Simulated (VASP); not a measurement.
# SnTe (I4/mmm) in VASP: single point with PBE

Aim: the single point of SnTe with PBE.

Program: VASP 6.6.1. These are calculated values, not measurements. Logs are shortened: lines on timing, memory, paths and dates and some standing lists are left out, and cuts for length are marked.

## Step 1: The cell of the first run

The structure is tetragonal, space group I4/mmm (No. 139). The conventional cell has a = 4.464 Å, b = 4.464 Å, c = 6.566 Å, α = 90.00°, β = 90.00°, γ = 90.00°. Around Sn (site symmetry 4/mmm) lie 6 Te at 3.16 to 3.28 Å. Around Te (site symmetry 4/mmm) lie 6 Sn at 3.16 to 3.28 Å.

## Step 2: Single point, PBE (strain +0.000 along x and y, +0.040 along z, atoms carried along)

INCAR

```
SYSTEM = SnTe
PREC = Accurate ; ENCUT = 520
EDIFF = 1E-6 ; ISMEAR = 0
SIGMA = 0.03 ; LREAL = .FALSE.
LASPH = .TRUE. ; NELM = 100
ALGO = Normal ; ISIF = 2
LWAVE = .FALSE. ; LCHARG = .FALSE.
GGA = PE ; NBANDS = 17
```

KPOINTS

```
Automatic mesh
0
G
  10 10 10
  0 0 0
```

POSCAR

```
SnTe
1.0
    0.0000000000      3.1565000000      3.2827600000
    3.1565000000      0.0000000000      3.2827600000
    3.1565000000      3.1565000000      0.0000000000
Sn Te
1 1
Direct
    0.0000000000      0.0000000000      0.0000000000
    0.5000000000      0.5000000000      0.5000000000
```

Potentials or basis: VASP PAW PBE potentials, release 64 (Sn_d, Te).

Started as:

```sh
> cat potpaw_PBE.64/Sn_d/POTCAR potpaw_PBE.64/Te/POTCAR > POTCAR
> mpirun -np 1 vasp_std > vasp.out
```

OUTCAR:

```text
SYSTEM = SnTe
   PREC = Accurate
   ENCUT = 520
   EDIFF = 1E-6
   ISMEAR = 0
   LREAL = .FALSE.
   LASPH = .TRUE.
   NELM = 100
   ISIF = 2
   GGA = PE

 ion  position               nearest neighbor table
   1  0.000  0.000  0.000-   2 3.16   2 3.16   2 3.16   2 3.16   2 3.28   2 3.28
   2  0.500  0.500  0.500-   1 3.16   1 3.16   1 3.16   1 3.16   1 3.28   1 3.28

  LATTYP: Found a body centered tetragonal cell.
 ALAT       =     4.4639651096
 C/A-ratio  =     1.4707821049

  Lattice vectors:

 A1 = (  -3.1565000000,   0.0000000000,   3.2827600000)
 A2 = (   3.1565000000,   0.0000000000,   3.2827600000)
 A3 = (   0.0000000000,   3.1565000000,  -3.2827600000)

Analysis of symmetry for initial positions (statically):
=====================================================================
 Subroutine PRICEL returns:
 Original cell was already a primitive cell.

 Routine SETGRP: Setting up the symmetry group for a
 body centered tetragonal supercell.

 Subroutine GETGRP returns: Found 16 space group operations
 (whereof 16 operations were pure point group operations)
 out of a pool of 16 trial point group operations.

The static configuration has the point symmetry D_4h.

Analysis of symmetry for dynamics (positions and initial velocities):
=====================================================================
 Subroutine PRICEL returns:
 Original cell was already a primitive cell.

 Routine SETGRP: Setting up the symmetry group for a
 body centered tetragonal supercell.

 Subroutine GETGRP returns: Found 16 space group operations
 (whereof 16 operations were pure point group operations)
 out of a pool of 16 trial point group operations.

The dynamic configuration has the point symmetry D_4h.

 Subroutine INISYM returns: Found 16 space group operations
 (whereof 16 operations are pure point group operations),
 and found     1 'primitive' translations

----------------------------------------------------------------------------------------

                                     Primitive cell

  volume of cell :      65.4155

  direct lattice vectors                    reciprocal lattice vectors
     0.000000000  3.156500000  3.282760000    -0.158403295  0.158403295  0.152310860
     3.156500000  0.000000000  3.282760000     0.158403295 -0.158403295  0.152310860
     3.156500000  3.156500000  0.000000000     0.158403295  0.158403295 -0.152310860

  length of vectors
     4.554119615  4.554119615  4.463965110     0.270890764  0.270890764  0.270890764

  position of ions in fractional coordinates (direct lattice)
     0.000000000  0.000000000  0.000000000
     0.500000000  0.500000000  0.500000000
[... 80 lines left out ...]
   NSW    =      0    number of steps for IOM
   IBRION =     -1    ionic relax: 0-MD 1-quasi-New 2-CG
   NFREE  =      0    steps in history (QN), initial steepest desc. (CG)
   ISIF   =      2    stress and relaxation
   ISYM   =      2    0-nonsym 1-usesym 2-fastsym
   POTIM  = 0.5000    time-step for ionic-motion
   TEBEG  =    0.0;   TEEND  =   0.0 temperature during run
   PSTRESS=    0.0 pullay stress
   NELECT =      20.0000    total number of electrons
   NUPDOWN=      -1.0000    fix difference up-down
   EMIN   =  10.00;   EMAX   =-10.00  energy-range for DOS
   EFERMI =   0.00;   METHOD = LEGACY
   ISMEAR =     0;   SIGMA  =   0.03  broadening in eV -4-tet -1-fermi 0-gaus
   EFERMI_NEDOS =   21; number of points for ismear=-14 and -15
   IALGO  =     38    algorithm
   IMIX   =      4    mixing-type and parameters
     AMIX     =   0.40;   BMIX     =  1.00
     AMIX_MAG =   1.60;   BMIX_MAG =  1.00
  volume/ion in A,a.u.               =      32.71       220.72
  Fermi-wavevector in a.u.,A,eV,Ry     =   1.102871  2.084123 16.549089  1.216324
  Thomas-Fermi vector in A             =   2.239320
   LORBIT       =      0    0 simple, 1 ext, 2 COOP (PROOUT), +10 PAW based schemes
   GGA     = PE    functional components
   LHFCALC =     F    Hartree Fock is set to
   AEXX    =    0.0000 exact exchange contribution
   IVDW    =     0    specifies the selected vdW correction
   LEPSILON=     F    determine dielectric tensor
   LRPA    =     F    only Hartree local field effects (RPA)
 non-spin polarized calculation
 Gauss-broadening in eV      SIGMA  =   0.03
  energy-cutoff  :      520.00
  volume of cell :       65.42
 maximum number of plane-waves:      1791
 NGX is ok and might be reduce to    36
   NGX = 17   NGY = 17   NGZ = 17

 number of electron      20.0000004 magnetization

 Free energy of the ion-electron system (eV)
  ---------------------------------------------------
  ext. energy  EPLUGINS =         0.00000000
  ---------------------------------------------------
  free energy    TOTEN  =        -7.54191054 eV

  energy without entropy =       -7.54183356  energy(sigma->0) =       -7.54187205

 E-fermi :   6.4253     XC(G=0):  -9.2930

 val. band max:        6.4027584632   @ k =   0.5000   0.0000   0.0000
 cond. band min:       6.4478469035   @ k =   0.5000   0.0000   0.0000
 fundamental gap:      0.0450884403
 Fermi energy:         6.4253026837

 k-point     1 :       0.0000    0.0000    0.0000
  band No.  band energies     occupation
      1     -15.4877      2.00000
      2     -15.4795      2.00000
      3     -15.4795      2.00000
      4     -15.4700      2.00000
      5     -15.4660      2.00000
      6      -6.0791      2.00000
[... 457 lines left out ...]
      4     -15.4679      2.00000
      5     -15.4675      2.00000
      6      -5.0838      2.00000
[... 9 lines left out ...]
     16      15.5348      0.00000
     17      15.7686      0.00000

 [... further k-points ...]

------------------------ aborting loop because EDIFF is reached ----------------------------------------

  FORCE on cell =-STRESS in cart. coord.  units (eV):
  Direction    XX          YY          ZZ          XY          YZ          ZX
  --------------------------------------------------------------------------------------
  -------------------------------------------------------------------------------------
  Total        0.7082611      0.7082611     -0.9696435      0.0000000     -0.0000000     -0.0000000
  in kB       17.3469542     17.3469542    -23.7488161      0.0000000     -0.0000000     -0.0000000
  external PRESSURE =       3.6483641 kB  Pullay stress =       0.0000000 kB

 VOLUME and BASIS-vectors are now :
 -----------------------------------------------------------------------------
  energy-cutoff  :      520.00
  volume of cell :       65.42
      direct lattice vectors                 reciprocal lattice vectors
     0.000000000  3.156500000  3.282760000    -0.158403295  0.158403295  0.152310860
     3.156500000  0.000000000  3.282760000     0.158403295 -0.158403295  0.152310860
     3.156500000  3.156500000  0.000000000     0.158403295  0.158403295 -0.152310860

 POSITION                                       TOTAL-FORCE (eV/Angst)
 -----------------------------------------------------------------------------------
      0.00000      0.00000      0.00000         0.000000     -0.000000     -0.000000
      3.15650      3.15650      3.28276        -0.000000      0.000000      0.000000
 -----------------------------------------------------------------------------------
    total drift:                               -0.000000      0.000000      0.000000

  FREE ENERGIE OF THE ION-ELECTRON SYSTEM (eV)
  ---------------------------------------------------
  free  energy   TOTEN  =        -7.5419105404 eV

  energy  without entropy=       -7.5418335592  energy(sigma->0) =       -7.54187205
```

Wall time 58 s (1 thread of Intel Xeon 6975P-C (Granite Rapids), shared host); peak memory 0.28 GiB.

Results:

- Free energy: -7.5419 eV
- Pressure: 0.4 GPa
- Band gap on the k mesh: 0.04 eV, direct

Caveat: spin-orbit coupling is left out, which moves the levels of the heavy elements. A k mesh can miss the band edges.
